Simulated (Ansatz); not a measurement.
# Sb (R-3m) in Ansatz: a series of runs

One crystal, Sb, is run at these levels: PBE; tasks: band structure.

Everything below comes from runs of Ansatz 0.2.0. Logs are shortened: lines on timing, memory, paths and dates and some standing lists are left out, and cuts for length are marked.

**1. The crystal as given**

The structure is trigonal, space group R-3m (No. 166). Conventional cell: a = 4.308 Å, b = 4.308 Å, c = 11.274 Å, α = 90.00°, β = 90.00°, γ = 120.00°. Sb (site symmetry 3m) is surrounded by 3 Sb at 2.91 Å.

**2. Band structure, PBE**

Input file input.yaml:

```yaml
crystal:
  lattice:
    - [2.1542, 1.2437279499, 3.758]
    - [-2.1542, 1.2437279499, 3.758]
    - [0.0, -2.4874558998, 3.758]
  atoms:
    - { symbol: Sb, position: [0.76651, 0.76651, 0.76651] }
    - { symbol: Sb, position: [0.23349, 0.23349, 0.23349] }
kpoints:
  mp_grid: { grid: [6, 6, 6] }
  band_path:
    path:
      - [0.0, 0.0, 0.0]
      - [0.5, 0.0, 0.0]
      - [0.5, 0.2396873643, -0.2396873643]
    npoints: 6
scf:
  occupations: { method: fermi_dirac, width: 0.05 }
hamiltonian:
  xc: pbe
  pseudopotentials: { kind: all_electron, lapw: { basis_error: 0.001 } }
output:
  forces: true
  stress: true
  eigenvalues: true
```

Potentials or basis: all-electron LAPW, scalar-relativistic.

Run with:

```bash
> ansatz run input.yaml --threads 1 --pin off --max-ram 3072MiB --backend cpu --events-out ev --progress --plain --runs-dir out
```

Standard output:

```text
Warning: RAYON_NUM_THREADS=1 ignored (pool sized by the plan → 1); use --threads N
LAPW: plane waves up to 7.767 Å⁻¹, error target 1.0e-3 eV per atom; small_component_spin mean_spin; Sb in spheres of 1.454 Å, 23 of its electrons in bands, Dirac shells [] (how accurate: hamiltonian.pseudopotentials.lapw.basis_error, Limitations)
Engine: ansatz 0.2.0, x86_64-unknown-linux-gnu
Pseudopotentials: kind: all_electron
Pseudopotential: Sb, LAPW, valence charge 23, lapw/all_electron/scalar/gaussian/Sb, Koelling and Harmon's equation, gaussian nucleus
Functional definition: PBE
  parameter kappa = 0.804
  parameter beta = 0.06672455060314922
  exchange = pbe_x(kappa = kappa, mu = beta*pi^2/3)
  correlation = pbe_c(beta = beta)
Crystal: 2 atoms, lattice volume = 60.411 Å³
Basis set: ecut = 229.8363919874356 eV, 489 PW (Γ), exchange–correlation at level 2
Bands: 28, of which v1, the nominal top of the filled ones, is band 23 counted from 1 (22 counted from 0)
Symmetry: 12 space group operations
Space group: R-3m (ITA 166), of the structure as read, at distance tolerance 3.9e-5 Å
k-points: 32 of 216
Non-local potential: Sb, projectors of the file, none
Initial density: superposition of atomic densities (chi_scale 0.1, normalization cell)
Initial wavefunctions: plane waves of lowest kinetic energy (no species holds an atomic orbital)
Functional: x = pbe(κ = 0.804, μ = 0.2195149727645171), c = pbe(β = 0.06672455060314922)
iter 1 solved again at ethr=1.71e-4 eV; its pass at ethr=1.00e-1 eV (dr2=7.89e-2 eV) is discarded
SCF iter   1: F=—  HF=-352736.377141 eV  |F-HF|=—  |Δ(HF+E_count)|=         —  Δρ=1.24e-2  dr2=7.98e-2  ethr=1.71e-4  ⟨swp⟩=3.0  Hψ=5930  notcnv=0
preconditioner: auto → none  [insulator: Δε(μ)=0.266 eV  Ē_g=9.490 eV  σ=0.050 eV  W_gap=0.56  n_scr=14 (ndim 8)  ℏωp=15.1 eV  f_vac=0.017  D(μ)=0.35/eV (n_scr^D=0)  ε∞_Penn≈3.5]
SCF iter   2: F=—  HF=-352736.375683 eV  |F-HF|=—  |Δ(HF+E_count)|=   1.46e-3  Δρ=6.09e-3  dr2=1.89e-2  ethr=1.71e-4  ⟨swp⟩=2.0  Hψ=2639  notcnv=0
iter 3 solved again at ethr=1.52e-7 eV; its pass at ethr=4.12e-5 eV (dr2=7.00e-5 eV) is discarded
SCF iter   3: F=—  HF=-352736.377475 eV  |F-HF|=—  |Δ(HF+E_count)|=   1.79e-3  Δρ=3.71e-4  dr2=6.95e-5  ethr=1.52e-7  ⟨swp⟩=2.0  Hψ=4523  notcnv=0
SCF iter   4: F=—  HF=-352736.377108 eV  |F-HF|=—  |Δ(HF+E_count)|=         —  Δρ=9.95e-5  dr2=5.80e-6  ethr=1.51e-7  ⟨swp⟩=3.0  Hψ=2722  notcnv=0
the basis was enlarged: its passes take 70.0 KiB over the memory plan, 1 of 1 planned eigensolver slots
SCF iter   5: F=—  HF=-352736.377114 eV  |F-HF|=—  |Δ(HF+E_count)|=   5.86e-6  Δρ=1.73e-5  dr2=2.10e-7  ethr=1.26e-8  ⟨swp⟩=3.0  Hψ=2800  notcnv=0
SCF iter   6: F=-352736.377114 eV  HF=-352736.377114 eV  |F-HF|=6.07e-8  |Δ(HF+E_count)|=   2.77e-7  Δρ=6.19e-6  dr2=4.38e-8  ethr=4.56e-10  ⟨swp⟩=3.0  Hψ=2790  notcnv=0
SCF 1 converged in 6 iterations: F = -352736.377114 eV  dr2 = 4.38e-8
NSCF: frozen V_eff on 13 k-points
SCF converged after 6 iterations
Free energy (F): -352736.377114 eV
Harris-Foulkes:  -352736.377114 eV  (|F-HF|=6.07e-8)
Internal energy: -352736.374384 eV  (E = F + TS)
E sigma→0 (E₀):  -352736.375749 eV
Entropy (-TS):   -0.002730 eV (-1.365 meV/atom)
Fermi energy:    12.774338 eV
--- Per-component energies (eV) ---
  E_band       = -1804.129727
  E_kinetic    = 371745.311519
  E_xc         = -9287.646527
  E_electrostatic = -715194.039376  (all electrons and nuclei)
  E_smearing   = -0.002730  (= −TS)
  E_closure    = 0.000000  (closes the sum)
  E_atoms      = -352728.128962  (free atoms, spherical and without spin; not in F)
  Σ components = -352736.377114   (vs F -352736.377114, Δ=0.00e0)
  Basis errors (estimates in eV, not in F): energy 4.1e-4 per atom: plane waves 3.7e-4 (2.1e-4 summed), levels above the bands 1.5e-47, relativity 1.1e-8, radial functions 3.8e-5, core shells 4.3e-9; eigenvalues (radial functions only) 2.6e-7; not estimated: angular momenta, meshes, grids; target (lapw.basis_error) 1.0e-3; muffin-tin radii Sb 1.454 Å
--- Forces (eV/Å), atoms counted from 1 ---
  atom   1  Sb     0.00000000    -0.00000000    -0.07296914
  atom   2  Sb     0.00000000     0.00000000     0.07296914
  max |Σ_I F_I| component: 1.73e-18 eV/Å
--- Stress (GPa, compression-positive) ---
        2.868307      -0.000000       0.000000
       -0.000000       2.868307       0.000000
        0.000000      -0.000000       2.569119
  P = ⅓ Tr σ = 2.7686 GPa (27.686 kbar)
--- Band table (eV; the first three rows and the last of 32) ---
  k-point 0: bands = ["-131.8104", "-131.8097", "-84.7875", "-84.7875", "-84.7833", "-84.7833", "-84.7694", "-84.7663", "-16.7364", "-16.7364", "-16.6484", "-16.6484", "-16.6244", "-16.5353", "-16.5353", "-16.5298", "-16.4544", "-16.4544", "0.0041", "7.9086", "10.6542", "10.9289", "10.9289", "14.8168", "15.4271", "15.4271", "17.8664", "17.8664"]
  k-point 1: bands = ["-131.8103", "-131.8097", "-84.7875", "-84.7873", "-84.7836", "-84.7833", "-84.7692", "-84.7664", "-16.7257", "-16.7208", "-16.6433", "-16.6395", "-16.6175", "-16.5424", "-16.5410", "-16.5359", "-16.4699", "-16.4658", "0.3105", "6.7353", "10.6984", "10.8651", "11.3535", "14.5230", "14.7188", "14.7573", "17.2988", "17.8137"]
  k-point 2: bands = ["-131.8102", "-131.8098", "-84.7875", "-84.7868", "-84.7843", "-84.7833", "-84.7686", "-84.7669", "-16.7005", "-16.6789", "-16.6326", "-16.6162", "-16.5985", "-16.5651", "-16.5618", "-16.5454", "-16.5074", "-16.4927", "1.2107", "4.6910", "10.7737", "10.7949", "11.8916", "13.4160", "13.4975", "13.6770", "18.4127", "19.2463"]
  k-point 31: bands = ["-131.8103", "-131.8097", "-84.7873", "-84.7873", "-84.7836", "-84.7836", "-84.7690", "-84.7668", "-16.6876", "-16.6876", "-16.6303", "-16.6303", "-16.6043", "-16.5485", "-16.5485", "-16.5479", "-16.5076", "-16.5076", "1.5490", "3.7248", "11.4156", "11.4156", "12.2780", "12.8537", "12.8537", "13.8229", "19.7544", "21.6500"]
```

Wall time 12 s (1 thread of Intel Xeon Platinum 8175M at 2.50GHz (Skylake/Cascade Lake), shared host); peak memory 0.33 GiB.

What came out:

```
Free energy             : -352736.3771 eV
Pressure                : 2.8 GPa
Largest force           : 0.073 eV/Å
Band gap along the path : none (metal or under the smearing width)
```

Forces in eV/Å, atoms in the order of the input:
```
Sb   0.000  0.000 -0.073
Sb   0.000  0.000  0.073
```

Stress tensor (GPa, compression positive):
```
2.87 0.00 0.00
0.00 2.87 0.00
0.00 0.00 2.57
```

Levels at the corners of the path, in eV from the Fermi level:
```tsv
point	band 20	band 21	band 22	band 23	band 24	band 25	band 26	band 27
Γ	-4.87	-2.12	-1.85	-1.85	2.04	2.65	2.65	5.09
L	-9.69	-1.98	-1.88	-0.35	-0.24	0.14	0.44	7.55
B1	-9.09	-5.04	-4.90	-0.79	0.65	4.56	4.63	5.97
```

Caveat: the k mesh is thin for a metal, which can move the energy by tens of meV per atom; spin-orbit coupling is left out, which moves the levels of the heavy elements.

**3. Band structure, PBE, spin-orbit coupling, no magnetisation**

Changes to input.yaml since step 2:

```diff
@@ -21,2 +21,5 @@
   pseudopotentials: { kind: all_electron, lapw: { basis_error: 0.001 } }
+magnetization:
+  noncollinear: true
+  spin_orbit: true
 output:
```

Potentials or basis: all-electron LAPW, relativistic spinors.

Run with:

```bash
> ansatz run input.yaml --threads 1 --pin off --max-ram 3072MiB --backend cpu --events-out ev --progress --plain --runs-dir out
```

Wall time 100 s (1 thread of Intel Xeon Platinum 8175M at 2.50GHz (Skylake/Cascade Lake), shared host); peak memory 0.55 GiB.

The run converged. Its results:

```yaml
Free_energy: -352848.1768 eV
Pressure: 2.8 GPa
Largest_force: 0.072 eV/Å
Band_gap_along_the_path: none (metal or under the smearing width)
```

Forces on the atoms (eV/Å):
```
Sb   0.000  0.000 -0.072
Sb   0.000  0.000  0.072
```

Stress tensor (GPa, compression positive):
```
2.95 0.00 0.00
0.00 2.95 0.00
0.00 0.00 2.57
```

Levels at the corners of the path, in eV from the Fermi level:
| point | band 44 | band 45 | band 46 | band 47 | band 48 | band 49 |
| --- | --- | --- | --- | --- | --- | --- |
| Γ | -1.75 | -1.58 | -1.58 | 1.82 | 1.82 | 2.59 |
| L | -1.91 | -0.36 | -0.36 | -0.24 | -0.24 | 0.21 |
| B1 | -4.89 | -0.80 | -0.80 | 0.65 | 0.65 | 4.51 |

Caveat: the k mesh is thin for a metal, which can move the energy by tens of meV per atom.
